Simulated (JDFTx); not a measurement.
Input of a JDFTx 1.7.0 (patched build) run:

The input bands.in:

```
lattice \
    0.0000000000     5.1499761211     5.1499761211 \
    5.1499761211     0.0000000000     5.1499761211 \
    5.1499761211     5.1499761211     0.0000000000
coords-type Cartesian
ion Ga     0.0000000000     0.0000000000     0.0000000000 1
ion P      7.7249641817     7.7249641817     7.7249641817 1

ion-species pseudo/Ga.upf
ion-species pseudo/P.upf
elec-cutoff 40 320
elec-ex-corr gga-PBEsol
elec-smearing Fermi 0.0018374661
elec-n-bands 15
electronic-minimize nIterations 30 energyDiffThreshold 1e-06
davidson-band-ratio 1.3
forces-output-coords Cartesian
include path.kpoints
symmetries none
fix-electron-density run.$VAR

dump-name bands.$VAR
dump End Ecomponents EigStats BandEigs Kpoints Forces
```

File path.kpoints:

```
kpoint +0.0000000000 +0.0000000000 +0.0000000000 0.020000000000
kpoint +0.0714285714 +0.0000000000 +0.0714285714 0.020000000000
kpoint +0.1428571429 +0.0000000000 +0.1428571429 0.020000000000
kpoint +0.2142857143 +0.0000000000 +0.2142857143 0.020000000000
kpoint +0.2857142857 +0.0000000000 +0.2857142857 0.020000000000
kpoint +0.3571428571 +0.0000000000 +0.3571428571 0.020000000000
kpoint +0.4285714286 +0.0000000000 +0.4285714286 0.020000000000
kpoint +0.5000000000 +0.0000000000 +0.5000000000 0.020000000000
kpoint +0.5000000000 +0.0833333333 +0.5833333333 0.020000000000
kpoint +0.5000000000 +0.1666666667 +0.6666666667 0.020000000000
kpoint +0.5000000000 +0.2500000000 +0.7500000000 0.020000000000
kpoint +0.4375000000 +0.3125000000 +0.7500000000 0.020000000000
kpoint +0.3750000000 +0.3750000000 +0.7500000000 0.020000000000
kpoint +0.3281250000 +0.3281250000 +0.6562500000 0.020000000000
kpoint +0.2812500000 +0.2812500000 +0.5625000000 0.020000000000
kpoint +0.2343750000 +0.2343750000 +0.4687500000 0.020000000000
kpoint +0.1875000000 +0.1875000000 +0.3750000000 0.020000000000
kpoint +0.1406250000 +0.1406250000 +0.2812500000 0.020000000000
kpoint +0.0937500000 +0.0937500000 +0.1875000000 0.020000000000
kpoint +0.0468750000 +0.0468750000 +0.0937500000 0.020000000000
kpoint +0.0000000000 +0.0000000000 +0.0000000000 0.020000000000
kpoint +0.0833333333 +0.0833333333 +0.0833333333 0.020000000000
kpoint +0.1666666667 +0.1666666667 +0.1666666667 0.020000000000
kpoint +0.2500000000 +0.2500000000 +0.2500000000 0.020000000000
kpoint +0.3333333333 +0.3333333333 +0.3333333333 0.020000000000
kpoint +0.4166666667 +0.4166666667 +0.4166666667 0.020000000000
kpoint +0.5000000000 +0.5000000000 +0.5000000000 0.020000000000
kpoint +0.5250000000 +0.4500000000 +0.5250000000 0.020000000000
kpoint +0.5500000000 +0.4000000000 +0.5500000000 0.020000000000
kpoint +0.5750000000 +0.3500000000 +0.5750000000 0.020000000000
kpoint +0.6000000000 +0.3000000000 +0.6000000000 0.020000000000
kpoint +0.6250000000 +0.2500000000 +0.6250000000 0.020000000000
kpoint +0.5625000000 +0.2500000000 +0.6875000000 0.020000000000
kpoint +0.5000000000 +0.2500000000 +0.7500000000 0.020000000000
kpoint +0.5000000000 +0.2916666667 +0.7083333333 0.020000000000
kpoint +0.5000000000 +0.3333333333 +0.6666666667 0.020000000000
kpoint +0.5000000000 +0.3750000000 +0.6250000000 0.020000000000
kpoint +0.5000000000 +0.4166666667 +0.5833333333 0.020000000000
kpoint +0.5000000000 +0.4583333333 +0.5416666667 0.020000000000
kpoint +0.5000000000 +0.5000000000 +0.5000000000 0.020000000000
kpoint +0.4791666667 +0.4791666667 +0.5416666667 0.020000000000
kpoint +0.4583333333 +0.4583333333 +0.5833333333 0.020000000000
kpoint +0.4375000000 +0.4375000000 +0.6250000000 0.020000000000
kpoint +0.4166666667 +0.4166666667 +0.6666666667 0.020000000000
kpoint +0.3958333333 +0.3958333333 +0.7083333333 0.020000000000
kpoint +0.3750000000 +0.3750000000 +0.7500000000 0.020000000000
kpoint +0.6250000000 +0.2500000000 +0.6250000000 0.020000000000
kpoint +0.5833333333 +0.1666666667 +0.5833333333 0.020000000000
kpoint +0.5416666667 +0.0833333333 +0.5416666667 0.020000000000
kpoint +0.5000000000 +0.0000000000 +0.5000000000 0.020000000000
```

Potentials or basis: SG15-PBE-1.2 with smoothed tails.

Command:

```bash
$ jdftx -c 1 -i bands.in -o bands.out
```

Task: Predict the band gap along the path.

Result: 1.41 eV, indirect (least direct gap 1.72 eV).

Levels at the corners of the path, in eV from the valence-band top:
```tsv
point	band 7	band 8	band 9	band 10	band 11	band 12
Γ	0.00	0.00	0.00	1.72	3.77	3.77
X	-6.86	-2.74	-2.74	1.46	1.67	10.51
W	-6.65	-3.66	-3.52	4.57	4.81	5.96
K	-6.65	-4.04	-2.31	2.02	4.69	8.15
Γ	0.00	0.00	0.00	1.72	3.77	3.77
L	-6.74	-1.14	-1.14	1.54	4.59	4.59
U	-6.65	-4.04	-2.31	2.02	4.69	8.15
W	-6.65	-3.66	-3.52	4.57	4.81	5.96
L	-6.74	-1.14	-1.14	1.54	4.59	4.59
K	-6.65	-4.04	-2.31	2.02	4.69	8.15
U	-6.65	-4.04	-2.31	2.02	4.69	8.15
X	-6.86	-2.74	-2.74	1.46	1.67	10.51
```

Caveat: the k mesh is coarse (spacing up to 0.50 Å⁻¹), so the values aren't converged.
